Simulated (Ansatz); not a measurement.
Consider the formal exchange of groups at a B–C bond: `CB(S)CCl` + diethyl ether → `CB(C)S` + `CCOCCCl`.

Isolated molecules relaxed with PBE0-D4/def2-TZVP in Ansatz; ΔE leaves out vibrations. CBS: MP2 limit from def2 TZ/QZ plus the TZ coupled-cluster correction, frozen cores. DFT in def2-TZVPP. One conformer a species, not always the lowest.

Problem. Is it downhill or uphill in electronic energy at CCSD(T)/CBS, and by how much? (An estimate is asked.)

Solution. The calculation gave: Downhill: ΔE = -3.7 kJ/mol.

Problem. What do these levels give: r2SCAN-D4, PBE0-D4, ωB97X-V, B2PLYP, r2SCAN, MP2/def2-TZVPP, SCS-MP2/def2-TZVPP, CCSD(T)/def2-TZVPP, HF/def2-QZVPP, MP2/def2-QZVPP, HF/CBS(def2), CCSD/CBS(def2)? (Estimate.)

Solution. The calculation gave: r2SCAN-D4 -2.9, PBE0-D4 -1.9, ωB97X-V -4.3, B2PLYP -4.4, r2SCAN -3.1, MP2/def2-TZVPP -3.5, SCS-MP2/def2-TZVPP -5.2, CCSD(T)/def2-TZVPP -4.6, HF/def2-QZVPP -13.0, MP2/def2-QZVPP -3.1, HF/CBS(def2) -13.0, CCSD/CBS(def2) -5.1 kJ/mol.

Largest T1 diagnostic among the species: 0.012.

In def2-TZVPP, CCSD(T) changes the Hartree–Fock value by +8.1 kJ/mol (the triples alone add +1.4 kJ/mol) and MP2 by +9.3 kJ/mol.
